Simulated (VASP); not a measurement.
# TaAs (P6_3/mmc) in VASP: a series of runs

The runs below take TaAs through relaxation of cell and atoms, relaxation of the atoms, with PBE, RPBE.

Program: VASP 6.6.1. These are calculated values, not measurements. Logs are shortened: lines on timing, memory, paths and dates and some standing lists are left out, and cuts for length are marked.

### 1 The structure

It takes space group P6_3/mmc (No. 194, hexagonal). The conventional cell has a = 4.377 Å, b = 4.377 Å, c = 5.125 Å, α = 90.00°, β = 90.00°, γ = 120.00°. Ta (site symmetry -6m2) has 5 As at 2.53 to 2.56 Å as nearest neighbours. As (site symmetry -6m2) is surrounded by 5 Ta at 2.53 to 2.56 Å.

The cell was built by a generator and needn't be a form met in nature.

### 2 Relaxation of cell and atoms, PBE

INCAR reads:

```
SYSTEM = TaAs
ALGO = Normal
EDIFF = 1E-6
EDIFFG = -0.01
ENCUT = 600
GGA = PE
IBRION = 2
ISIF = 3
ISMEAR = 0
LASPH = .True.
LCHARG = .False.
LREAL = .False.
LWAVE = .False.
NELM = 60
NSW = 40
PREC = Accurate
SIGMA = 0.05
```

KPOINTS reads:

```
k-points
0
Gamma
  7 7 5
  0 0 0
```

POSCAR reads:

```
TaAs
1.0
    4.3770600000      0.0000000000      0.0000000000
   -2.1885300000      3.7906500000      0.0000000000
    0.0000000000      0.0000000000      5.1254300000
Ta As
2 2
Direct
    0.6666700000      0.3333300000      0.7500000000
    0.3333300000      0.6666700000      0.2500000000
    0.3333300000      0.6666700000      0.7500000000
    0.6666700000      0.3333300000      0.2500000000
```

Potentials or basis: VASP PAW PBE potentials, release 64 (Ta_pv, As).

The run is started by

```
cat potpaw_PBE.64/Ta_pv/POTCAR potpaw_PBE.64/As/POTCAR > POTCAR
mpirun -np 1 vasp_std > vasp.out
```

OUTCAR:

```text
SYSTEM = TaAs
   EDIFF = 1E-6
   EDIFFG = -0.01
   ENCUT = 600
   GGA = PE
   IBRION = 2
   ISIF = 3
   ISMEAR = 0
   LASPH = .True.
   LREAL = .False.
   NELM = 60
   NSW = 40
   PREC = Accurate

 ion  position               nearest neighbor table
   1  0.667  0.333  0.750-   3 2.53   3 2.53   3 2.53   4 2.56   4 2.56   2 3.60   2 3.60   2 3.60
                             2 3.60   2 3.60   2 3.60
   2  0.333  0.667  0.250-   4 2.53   4 2.53   4 2.53   3 2.56   3 2.56   1 3.60   1 3.60   1 3.60
                             1 3.60   1 3.60   1 3.60
   3  0.333  0.667  0.750-   1 2.53   1 2.53   1 2.53   2 2.56   2 2.56
   4  0.667  0.333  0.250-   2 2.53   2 2.53   2 2.53   1 2.56   1 2.56

  LATTYP: Found a hexagonal cell.
 ALAT       =     4.3770600000
 C/A-ratio  =     1.1709754950

  Lattice vectors:

 A1 = (   4.3770600000,   0.0000000000,   0.0000000000)
 A2 = (  -2.1885300000,   3.7906500000,   0.0000000000)
 A3 = (   0.0000000000,   0.0000000000,   5.1254300000)

Analysis of symmetry for initial positions (statically):
=====================================================================
 Subroutine PRICEL returns:
 Original cell was already a primitive cell.

 Routine SETGRP: Setting up the symmetry group for a
 hexagonal supercell.

 Subroutine GETGRP returns: Found  8 space group operations
 (whereof  4 operations were pure point group operations)
 out of a pool of 24 trial point group operations.

The static configuration has the point symmetry C_2h.
 The point group associated with its full space group is D_2h.

Analysis of symmetry for dynamics (positions and initial velocities):
=====================================================================
 Subroutine PRICEL returns:
 Original cell was already a primitive cell.

 Routine SETGRP: Setting up the symmetry group for a
 hexagonal supercell.

 Subroutine GETGRP returns: Found  8 space group operations
 (whereof  4 operations were pure point group operations)
 out of a pool of 24 trial point group operations.

The dynamic configuration has the point symmetry C_2h.
 The point group associated with its full space group is D_2h.

 Subroutine INISYM returns: Found  8 space group operations
 (whereof  4 operations are pure point group operations),
 and found     1 'primitive' translations

----------------------------------------------------------------------------------------

                                     Primitive cell

  volume of cell :      85.0406

  direct lattice vectors                    reciprocal lattice vectors
     4.377060000  0.000000000  0.000000000     0.228463855  0.131903499  0.000000000
    -2.188530000  3.790650000  0.000000000     0.000000000  0.263806999  0.000000000
     0.000000000  0.000000000  5.125430000     0.000000000  0.000000000  0.195105581

  length of vectors
     4.377060000  4.377064197  5.125430000     0.263807252  0.263806999  0.195105581

  position of ions in fractional coordinates (direct lattice)
     0.666670000  0.333330000  0.750000000
     0.333330000  0.666670000  0.250000000
     0.333330000  0.666670000  0.750000000
     0.666670000  0.333330000  0.250000000

  ion indices of the primitive-cell ions
   primitive index   ion index
                 1           1
                 2           2
                 3           3
                 4           4

----------------------------------------------------------------------------------------

 KPOINTS: k-points

Automatic generation of k-mesh.
 Grid dimensions read from file:
 generate k-points for:    7    7    5

 Generating k-lattice:

  Cartesian coordinates                     Fractional coordinates (reciprocal lattice)
     0.032637694  0.018843357  0.000000000     0.142857143 -0.000000000  0.000000000
     0.000000000  0.037686714  0.000000000     0.000000000  0.142857143  0.000000000
     0.000000000  0.000000000  0.039021116     0.000000000  0.000000000  0.200000000

  Length of vectors
     0.037686750  0.037686714  0.039021116

  Shift w.r.t. Gamma in fractional coordinates (k-lattice)
     0.000000000  0.000000000  0.000000000

 Subroutine IBZKPT returns following result:
 ===========================================

 Found     48 irreducible k-points:

 Following reciprocal coordinates:
            Coordinates               Weight
  0.000000  0.000000  0.000000      1.000000
  0.142857  0.000000  0.000000      4.000000
 -0.142857  0.142857  0.000000      2.000000
  0.285714  0.000000  0.000000      4.000000
 -0.285714  0.285714  0.000000      2.000000
  0.428571  0.000000  0.000000      4.000000
[... 16 lines left out ...]
 -0.428571  0.428571  0.200000      4.000000
  0.142857  0.142857  0.200000      4.000000
 [... further k-points ...]
   k-points           NKPTS =     48   k-points in BZ     NKDIM =     48   number of bands    NBANDS=     20
   number of dos      NEDOS =    301   number of ions     NIONS =      4
   total plane-waves  NPLWV =  54432
   dimension x,y,z NGX =    36 NGY =   36 NGZ =   42
   dimension x,y,z NGXF=    72 NGYF=   72 NGZF=   84
   ions per type =               2   2
   NGX,Y,Z   is equivalent  to a cutoff of  13.67, 13.67, 13.62 a.u.
   NGXF,Y,Z  is equivalent  to a cutoff of  27.35, 27.35, 27.25 a.u.
 SYSTEM =  TaAs
   PREC   = accura    normal or accurate (medium, high low for compatibility)
   ISTART =      0    job   : 0-new  1-cont  2-samecut
   ICHARG =      2    charge: 1-file 2-atom 10-const
   ISPIN  =      1    spin polarized calculation?
   LNONCOLLINEAR =      F non collinear calculations
   LSORBIT =      F    spin-orbit coupling
   LASPH  =      T    aspherical Exc in radial PAW
   ENCUT  =  600.0 eV  44.10 Ry    6.64 a.u.   8.74  8.74 10.24*2*pi/ulx,y,z
   NELM   =     60;   NELMIN=  2; NELMDL= -5     # of ELM steps
   EDIFF  = 0.1E-05   stopping-criterion for ELM
   LREAL  =      F    real-space projection
   EDIFFG = -.1E-01   stopping-criterion for IOM
   NSW    =     40    number of steps for IOM
   IBRION =      2    ionic relax: 0-MD 1-quasi-New 2-CG
   NFREE  =      1    steps in history (QN), initial steepest desc. (CG)
   ISIF   =      3    stress and relaxation
   ISYM   =      2    0-nonsym 1-usesym 2-fastsym
   POTIM  = 0.5000    time-step for ionic-motion
   TEBEG  =    0.0;   TEEND  =   0.0 temperature during run
   PSTRESS=    0.0 pullay stress
   NELECT =      32.0000    total number of electrons
   NUPDOWN=      -1.0000    fix difference up-down
   EMIN   =  10.00;   EMAX   =-10.00  energy-range for DOS
   EFERMI =   0.00;   METHOD = LEGACY
   ISMEAR =     0;   SIGMA  =   0.05  broadening in eV -4-tet -1-fermi 0-gaus
   EFERMI_NEDOS =   21; number of points for ismear=-14 and -15
   IALGO  =     38    algorithm
   IMIX   =      4    mixing-type and parameters
     AMIX     =   0.40;   BMIX     =  1.00
     AMIX_MAG =   1.60;   BMIX_MAG =  1.00
  volume/ion in A,a.u.               =      21.26       143.47
  Fermi-wavevector in a.u.,A,eV,Ry     =   1.181905  2.233477 19.005978  1.396900
  Thomas-Fermi vector in A             =   2.318170
   LORBIT       =      0    0 simple, 1 ext, 2 COOP (PROOUT), +10 PAW based schemes
   GGA     = PE    functional components
   LHFCALC =     F    Hartree Fock is set to
   AEXX    =    0.0000 exact exchange contribution
   IVDW    =     0    specifies the selected vdW correction
   LEPSILON=     F    determine dielectric tensor
   LRPA    =     F    only Hartree local field effects (RPA)
 conjugate gradient relaxation of ions
 non-spin polarized calculation
 Gauss-broadening in eV      SIGMA  =   0.05
  energy-cutoff  :      600.00
  volume of cell :       85.04
 maximum number of plane-waves:      2859
   NGX = 17   NGY = 17   NGZ = 21

--------------------------------------- Ionic step        1  -------------------------------------------

 number of electron      32.0000004 magnetization

 Free energy of the ion-electron system (eV)
  ---------------------------------------------------
  ext. energy  EPLUGINS =         0.00000000
  ---------------------------------------------------
  free energy    TOTEN  =       -32.45711785 eV

  energy without entropy =      -32.45389252  energy(sigma->0) =      -32.45550518

------------------------ aborting loop because EDIFF is reached ----------------------------------------

  FORCE on cell =-STRESS in cart. coord.  units (eV):
  Direction    XX          YY          ZZ          XY          YZ          ZX
  --------------------------------------------------------------------------------------
  -------------------------------------------------------------------------------------
  Total        2.3567787      2.3583724      2.3445479      0.0013749      0.0000000      0.0000000
  in kB       44.4020374     44.4320617     44.1716070      0.0259035      0.0000000      0.0000000
  external PRESSURE =      44.3352354 kB  Pullay stress =       0.0000000 kB
[... 23 lines left out ...]
  energy  without entropy=      -32.4538925183  energy(sigma->0) =      -32.45550518

--------------------------------------- Ionic step        2  -------------------------------------------

 number of electron      31.9999995 magnetization

 E-fermi :   4.7975     XC(G=0): -10.2629

 val. band max:        4.7579652559   @ k =  -0.4286   0.4286   0.4000
 cond. band min:       4.8294982675   @ k =  -0.1429   0.1429   0.4000
 fundamental gap:      0.0715330116
 Fermi energy:         4.7974558719

 k-point     1 :       0.0000    0.0000    0.0000
  band No.  band energies     occupation
      1     -30.7336      2.00000
      2     -30.6455      2.00000
      3     -30.6026      2.00000
      4     -30.6026      2.00000
      5     -30.5670      2.00000
      6     -30.5670      2.00000
[... 12 lines left out ...]
     19       5.7249      0.00000
[... 679 lines left out ...]
  energy  without entropy=      -32.4921660984  energy(sigma->0) =      -32.49376485

--------------------------------------- Ionic step        6  -------------------------------------------

 number of electron      32.0000004 magnetization

 Free energy of the ion-electron system (eV)
  ---------------------------------------------------
  ext. energy  EPLUGINS =         0.00000000
  ---------------------------------------------------
  free energy    TOTEN  =       -32.49540500 eV

  energy without entropy =      -32.49224389  energy(sigma->0) =      -32.49382444

 E-fermi :   5.2093     XC(G=0): -10.4927

 val. band max:        5.1748513363   @ k =   0.4286   0.0000   0.4000
 cond. band min:       5.2348461589   @ k =   0.1429   0.1429   0.4000
 fundamental gap:      0.0599948227
 Fermi energy:         5.2092555524

 k-point     1 :       0.0000    0.0000    0.0000
  band No.  band energies     occupation
      1     -30.2438      2.00000
      2     -30.1332      2.00000
      3     -30.1002      2.00000
      4     -30.1002      2.00000
      5     -30.0555      2.00000
      6     -30.0555      2.00000
[... 12 lines left out ...]
     19       6.1982      0.00000
[... 561 lines left out ...]
  FREE ENERGIE OF THE ION-ELECTRON SYSTEM (eV)
  ---------------------------------------------------
  free  energy   TOTEN  =       -32.4954050000 eV

  energy  without entropy=      -32.4922438864  energy(sigma->0) =      -32.49382444

 reached required accuracy - stopping structural energy minimisation
```

Run time: 4.1 min. Hardware: 1 thread of AMD EPYC 7R13 (Zen 3), shared host; peak memory 0.26 GiB.

What came out:

```
Free energy                            : -32.4954 eV
Relaxed volume                         : 21.97 Å³/atom
Relaxed cell                           : a = 4.427 Å, b = 4.427 Å, c = 5.177 Å, α = 90.00°, β = 90.00°, γ = 120.00°
Space group after relaxing (to 0.05 Å) : P6_3/mmc (No. 194)
Energy gained by relaxing              : 9.6 meV/atom
Ionic steps                            : 6
Pressure after relaxing                : 0.0 GPa
Band gap on the k mesh                 : none (metal or under the smearing width)
```

Step by step:
| step | energy change (eV) | largest force (eV/Å) | pressure (GPa) | volume (Å³) |
| --- | --- | --- | --- | --- |
| 1 | 0.0000 | 0.0008 | 4.43 | 85.04 |
| 2 | 0.0474 | 0.0007 | -5.68 | 92.49 |
| 3 | -0.0382 | 0.0001 | -0.06 | 87.92 |
| 4 | -0.0382 | 0.0001 | 0.02 | 87.87 |
| 5 | -0.0382 | 0.0000 | 0.02 | 87.88 |
| 6 | -0.0383 | 0.0000 | 0.05 | 87.87 |

Final structure:
```xyz
4
Lattice="4.4272 0.0000 0.0000 -2.2136 3.8341 0.0000 0.0000 0.0000 5.1767" Properties=species:S:1:pos:R:3 pbc="T T T"
Ta    2.2136    1.2781    3.8825
Ta    0.0000    2.5561    1.2942
As    0.0000    2.5561    3.8825
As    2.2136    1.2781    1.2942
```

Levels at points of the mesh, in eV from the Fermi level:
```csv
k point,band 12,band 13,band 14,band 15,band 16,band 17,band 18,band 19,band 20
"(0.00, 0.00, 0.00)",-3.94,-3.94,-1.50,-1.50,-0.59,-0.24,0.99,0.99,1.36
```

Spin-orbit coupling is left out, which matters for the levels of Ta.

### 3 Relaxation of the atoms, RPBE

INCAR reads:

```
SYSTEM = TaAs
PREC = Accurate ; ENCUT = 520
EDIFF = 1E-6 ; ISMEAR = 0
SIGMA = 0.05 ; LREAL = .False.
LASPH = .True. ; NELM = 80
ALGO = Normal ; ISIF = 2
LWAVE = .False. ; LCHARG = .False.
GGA = RP ; IBRION = 2
NSW = 60 ; EDIFFG = -0.005
```

KPOINTS reads:

```
Automatic mesh
0
Gamma
  7 7 5
  0 0 0
```

POSCAR is that of step 2.

Potentials or basis: VASP PAW PBE potentials, release 64 (Ta_pv, As).

The run is started by

```
cat potpaw_PBE.64/Ta_pv/POTCAR potpaw_PBE.64/As/POTCAR > POTCAR
mpirun -np 1 vasp_std > vasp.out
```

Wall time 78 s (1 thread of AMD EPYC 7R13 (Zen 3), shared host); peak memory 0.22 GiB.

Results (log left out):

```yaml
Free_energy: -30.6912 eV
Pressure_after_relaxing: 6.7 GPa
Band_gap_on_the_k_mesh: none (metal or under the smearing width)
```

Stress tensor (GPa, compression positive):
```
6.52 0.00 0.00
0.00 6.52 0.00
0.00 0.00 6.95
```

Final structure:
```
Ta As
1.0
     4.37706    0.00000    0.00000
    -2.18853    3.79065    0.00000
     0.00000    0.00000    5.12543
Ta As
2 2
Direct
  0.66667 0.33333 0.75000
  0.33333 0.66667 0.25000
  0.33333 0.66667 0.75000
  0.66667 0.33333 0.25000
```

Levels at points of the mesh, in eV from the Fermi level:
```csv
k point,band 13,band 14,band 15,band 16,band 17,band 18,band 19,band 20
"(0.00, 0.00, 0.00)",-4.07,-1.57,-1.57,-0.61,-0.18,1.05,1.05,1.53
```

Caveat: the relaxation stopped at its first step, so nothing moved; the PAW data sets were made with another functional, which shifts forces and pressure a little. The run has no spin-orbit coupling, so splittings on Ta are missing.
